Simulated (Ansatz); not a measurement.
Runs of Ansatz 0.2.0 on Cu3Au (Auricupride). Symmetry: Pm-3m, No. 221, cubic system. The conventional cell has a = 3.740 Å, b = 3.740 Å, c = 3.740 Å, α = 90.00°, β = 90.00°, γ = 90.00°. Au (site symmetry m-3m) has 12 Cu at 2.64 Å as nearest neighbours. Cu (site symmetry 4/mmm) is surrounded by 4 Au at 2.64 Å and 8 Cu at 2.64 Å. 

```tsv
task	level	spin	cell	k mesh	points for each segment of the path	gap on the mesh (eV)	pressure (GPa)	relaxed volume (Å³/atom)
band structure	PBEsol	SOC, no magnetisation	as given	5 × 5 × 5	14	none	-3.9	-
band structure	revPBE	off	as given	7 × 7 × 7	14	none	(a)	-
band structure	BLYP	off	as given	7 × 7 × 7	14	none	14.2	-
band structure	RPBE	off	as given	7 × 7 × 7	14	none	9.6	-
relaxation of cell and atoms	revPBE	off	relaxed	7 × 7 × 7	-	none	0.0	13.83
relaxation of cell and atoms	RPBE	off	relaxed	7 × 7 × 7	-	none	0.0	(b)
```

Alike in all rows: potentials or basis Ansatz PAW; cutoff (eV) 420; smearing fermi-dirac 0.05 eV.

Estimate the missing entries.

(a) 8.3; (b) 13.95.

Caveats: the PAW data sets come from PBE, with cores solved anew for the run's functional, which leaves a small shift of forces and pressure; spin-orbit coupling is left out, which moves the levels of the heavy elements (some runs); the plane-wave basis is chosen anew once the cell has moved, so the energies of steps on either side of that aren't comparable (some runs).

A k mesh can miss the band edges, and rows without SOC leave out spin-orbit coupling on Au.

A gap of «none» marks a metal or a gap under the smearing width.
